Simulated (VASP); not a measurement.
Wanted: the native input for a VASP 6.6.1 run.

```
Task                   : single point
Functional             : PBE
Potentials or basis    : VASP PAW PBE potentials, release 64 (In_d, As)
Cutoff                 : 520 eV
k mesh                 : 12 × 12 × 12
Occupations            : gaussian, width 0.1 eV
Spin                   : no spin polarisation
Dipole correction      : no
Further INCAR settings : ALGO = Normal; EDIFF = 1e-07; NBANDS = 16
```

The structure of InAs lies in POSCAR:

```
InAs
1.0
    0.0000000000      3.0933796587      3.0933796587
    3.0933796587      0.0000000000      3.0933796587
    3.0933796587      3.0933796587      0.0000000000
In As
1 1
Direct
    0.0000000000      0.0000000000      0.0000000000
    0.7500000000      0.7500000000      0.7500000000
```

The input as run:

INCAR

```
PREC     = Accurate       # precision mode
ENCUT    = 520            # plane-wave cutoff, eV
EDIFF    = 1E-7           # SCF threshold, eV
ISMEAR   = 0              # smearing method
SIGMA    = 0.1            # smearing width, eV
LREAL    = F              # projectors in reciprocal space
LASPH    = T              # aspherical terms in the spheres
NELM     = 100            # most SCF steps
ALGO     = Normal         # electronic algorithm
ISIF     = 2              # what is computed and relaxed
LWAVE    = F              # write WAVECAR
LCHARG   = T              # write CHGCAR
GGA      = PE             # functional
LELF     = T              # ELF
LVHAR    = T            
NBANDS   = 16             # bands
```

KPOINTS

```
regular mesh
0
Gamma
  12 12 12
```

Potentials or basis: VASP PAW PBE potentials, release 64 (In_d, As).

Launch:

```bash
$ cat potpaw_PBE.64/In_d/POTCAR potpaw_PBE.64/As/POTCAR > POTCAR
$ mpirun -np 1 vasp_std > vasp.out
```

It gave:

```
Pressure               : 0.0 GPa
Band gap on the k mesh : none (metal or under the smearing width)
```

Caveat: this crystal is a semiconductor, whose small gap the functional closes, so the metal is an error of the method.

Wall time 62 s on 1 thread of AMD EPYC 9R45 (Zen 5) (shared host), peak memory 0.21 GiB.
